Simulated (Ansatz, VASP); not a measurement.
## One calculation of BaF2 (Frankdicksonite), two programs

```
Ba F
1.0
     0.00000    3.05815    3.05815
     3.05815    0.00000    3.05815
     3.05815    3.05815    0.00000
Ba F
1 2
Direct
  0.00000 0.00000 0.00000
  0.75000 0.75000 0.75000
  0.25000 0.25000 0.25000
```

Change from the starting cell: volume scaled by 0.96.

Alike in both runs: task single point; functional PBE; k mesh 8 × 8 × 8; occupations fermi-dirac, width 0.05 eV; no spin polarisation.

|  | VASP | Ansatz |
| --- | --- | --- |
| version | VASP 6.6.1 | Ansatz 0.2.0 |
| potentials or method | VASP PAW PBE potentials, release 64 (Ba_sv, F) | Ansatz PAW |
| plane-wave cutoff (eV) | 520 | 420 |
| valence electrons in the cell | 24 | 24 |

Ansatz gave:

```
gap on the k mesh at the Fermi level (eV) : 7.01
least direct gap on the mesh (eV)         : 7.14
pressure (GPa)                            : 4.0
```

Which values does VASP return?

gap on the k mesh at the Fermi level (eV): 6.94; least direct gap on the mesh (eV): 7.04; pressure (GPa): 5.3.

The functional is the same, so the differences come from potentials, cutoffs and numerics.

Caveats: spin-orbit coupling is left out, which moves the levels of the heavy elements; the pressure holds a Pulay correction of +0.4 GPa for the finite cutoff (Ansatz). A k mesh can miss the band edges.
